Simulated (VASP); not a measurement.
A run of VASP 6.6.1 is set up as follows.

File INCAR:

```
SYSTEM = H2CNO
PREC     = Accurate       ! precision mode
ENCUT    = 500            ! plane-wave cutoff, eV
EDIFF    = 1E-7           ! SCF threshold, eV
ISMEAR   = 0              ! smearing method
SIGMA    = 0.01           ! smearing width, eV
LREAL    = .False.        ! projectors in reciprocal space
LASPH    = .True.         ! aspherical terms in the spheres
NELM     = 60             ! most SCF steps
ALGO     = Normal         ! electronic algorithm
ISIF     = 2              ! what is computed and relaxed
LWAVE    = .False.        ! write WAVECAR
LCHARG   = .False.        ! write CHGCAR
ISPIN    = 2              ! spin polarisation
MAGMOM   = 0.2 0.2 0.2 0.2 0.2 ! initial moments
LORBIT   = 11             ! projections on sites
NUPDOWN  = 1              ! fixed moment
GGA      = PE             ! functional
LHYPERFINE= .True.       
NGYROMAG = 10.7084 -5.7742 3.0777 42.577478
ISYM     = 0            
NCORE    = 2
```

The input KPOINTS:

```
Automatic mesh
0
Gamma
  1 1 1
  0 0 0
```

The input POSCAR:

```
H2CNO                                   
1.0
   10.0000000000      0.0000000000      0.0000000000
    0.0000000000      9.0000000000      0.0000000000
    0.0000000000      0.0000000000      8.0000000000
  C               O               N               H             
     1     1     1     2
Direct
     0.5656058312494109    0.4357366098201096    0.5000000028193847
     0.6788513447180876    0.4826774254028714    0.4999999952330886
     0.4487607290466148    0.5084567638904690    0.5000000079708188
     0.3619061505784821    0.4511527306208944    0.4999999977264076
     0.4448759444074042    0.6219764701656679    0.4999999962503003
```

Potentials or basis: VASP PAW PBE potentials, release 64 (C, O, N, H).

Command:

```console
$ cat potpaw_PBE.64/C/POTCAR potpaw_PBE.64/O/POTCAR potpaw_PBE.64/N/POTCAR potpaw_PBE.64/H/POTCAR > POTCAR
$ mpirun -np 4 vasp_std > vasp.out
```

(1) Estimate the largest force.

Answers

(1) 0.009 eV/Å.

Caveat: the standard files for N, O and F lose accuracy on very short bonds; the total moment is fixed, so each spin has its own Fermi level.
